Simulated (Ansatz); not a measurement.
**Re: equation of state**

One table from this session's results is given with a row withheld; the runs are named, their logs left out.

Computed with Ansatz 0.2.0 (DFT PBE, scalar-relativistic, unless a step's input says otherwise).

## The system as given

Symmetry: P6_3/mmc, No. 194, hexagonal system. The conventional cell has a = 2.603 Å, b = 2.603 Å, c = 4.162 Å, α = 90.00°, β = 90.00°, γ = 120.00°. Re (site symmetry -6m2) has 12 Re at 2.57 to 2.60 Å as nearest neighbours.

Coordinates:

```
CELL_PARAMETERS angstrom
2.60290 0.00000 0.00000
-1.30145 2.25418 0.00000
0.00000 0.00000 4.16200
ATOMIC_POSITIONS crystal
Re 0.33333 0.66667 0.25000
Re 0.66667 0.33333 0.75000
```

The geometry is a database entry used as it stands. It may stem from high pressure or temperature, or be incomplete, so it serves as a test cell.

Atoms are numbered in the order of the input: Re1, Re2.

Set-up of the first run:

input.yaml reads:

```yaml
crystal:
  lattice:
    - [2.5677224212, 0.0, 0.0]
    - [-1.2838612106, 2.2237128466, 0.0]
    - [0.0, 0.0, 4.1057498614]
  atoms:
    - { symbol: Re, position: [0.3333333333, 0.6666666667, 0.25] }
    - { symbol: Re, position: [0.6666666667, 0.3333333333, 0.75] }
kpoints:
  mp_grid: { grid: [18, 18, 10] }
scf:
  occupations: { method: fermi_dirac, width: 0.05 }
hamiltonian:
  xc: pbe
  pseudopotentials: { kind: all_electron, lapw: { basis_error: 0.00025 } }
output:
  forces: true
  stress: true
  eigenvalues: true
```

Among the steps run: Volume × 0.96, LAPW; Volume × 0.96, PAW; Volume × 0.96, crystal datasets; Volume × 0.98, LAPW; Volume × 0.98, PAW; Volume × 1.02, LAPW; Volume × 1.02, PAW; Volume × 1.04, LAPW; Volume × 1.04, PAW; Volume × 1.04, crystal datasets.

One table of the session follows, with a row left open; its other results are not shown here.

It belongs to the step «Fits». 

```
          method  volume (Å³/atom)  pressure (GPa)
            LAPW            11.722          149.33
            LAPW            11.966          130.98
            LAPW            12.210          114.22
            LAPW            12.454           98.88
            LAPW            12.698           84.83
             PAW            11.722               ?
             PAW            11.966          131.41
             PAW            12.210          114.56
             PAW            12.454           99.15
             PAW            12.698           85.03
crystal datasets            11.722          149.33
crystal datasets            12.210          114.22
crystal datasets            12.698           84.84
```

Estimate the missing values for PAW, 11.722.

The run gave: pressure (GPa): 149.87. In the column «pressure (GPa)» it is the highest.

Caveats from the session: Warnings in the runs' records: gradients without spin orbit, crystal datasets made.
